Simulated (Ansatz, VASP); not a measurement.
## Rh in VASP and in Ansatz

File INCAR:

```
PREC     = Accurate       # precision mode
ENCUT    = 520            # plane-wave cutoff, eV
EDIFF    = 1E-7           # SCF threshold, eV
ISMEAR   = -1             # smearing method
SIGMA    = 0.1            # smearing width, eV
LREAL    = F              # projectors in reciprocal space
LASPH    = T              # aspherical terms in the spheres
NELM     = 60             # most SCF steps
ALGO     = Normal         # electronic algorithm
ISIF     = 2              # what is computed and relaxed
LWAVE    = F              # write WAVECAR
LCHARG   = F              # write CHGCAR
GGA      = B5             # functional
ALDAX    = 1.0          
AGGAX    = 1.0          
AGGAC    = 1.0          
ALDAC    = 0.0          
NBANDS   = 30             # bands
```

File KPOINTS:

```
regular mesh
0
Gamma
  9 9 13
```

The input POSCAR:

```
Rh
1.0
    4.4751038783      0.0000000000      0.0000000000
   -2.2375519392      3.8755536431      0.0000000000
    0.0000000000      0.0000000000      2.7488617419
Rh
3
Direct
    0.0000000000      0.0000000000      0.0000000000
    0.3333333333      0.6666666667      0.5000000000
    0.6666666667      0.3333333333      0.5000000000
```

Input for Ansatz:

```yaml
crystal:
  lattice:
    - [4.4751038783, 0.0, 0.0]
    - [-2.2375519392, 3.8755536431, 0.0]
    - [0.0, 0.0, 2.7488617419]
  atoms:
    - { symbol: Rh, position: [0.0, 0.0, 0.0] }
    - { symbol: Rh, position: [0.3333333333, 0.6666666667, 0.5] }
    - { symbol: Rh, position: [0.6666666667, 0.3333333333, 0.5] }
hamiltonian:
  xc: blyp
  pseudopotentials:
    kind: paw
    azcp:
      Rh: "pseudopotentials/Rh.paw.azcp"
basis:
  ecutwfc: 420
  fft_grid_basis: typed
kpoints:
  mp_grid: { grid: [9, 9, 13], shift: [0, 0, 0] }
magnetization:
  spin_polarized: false
scf:
  occupations: { method: fermi_dirac, width: 0.1 }
  lower_state_search: "off"
output:
  stress: true
```

Alike in both runs: task single point; functional BLYP; k mesh 9 × 9 × 13; occupations fermi-dirac, width 0.1 eV; no spin polarisation.

```csv
,VASP,Ansatz
version,VASP 6.6.1,Ansatz 0.2.0
potentials or method,"VASP PAW PBE potentials, release 64 (Rh_pv)","plane waves (420 eV) with PAW, scalar-relativistic"
plane-wave cutoff (eV),520,420
valence electrons in the cell,45,51
```

|  | VASP | Ansatz | Ansatz less VASP |
| --- | --- | --- | --- |
| pressure (GPa) | -6.6 | -7.0 | -0.41 |
| largest component of the traceless stress (GPa) | 0.12 | 0.05 | -0.075 |

The functional is the same, so the differences come from potentials, cutoffs and numerics. The two sets of potentials don't hold the same shells in valence.

Caveats: the PAW data sets were made with another functional, which shifts forces and pressure a little (VASP).
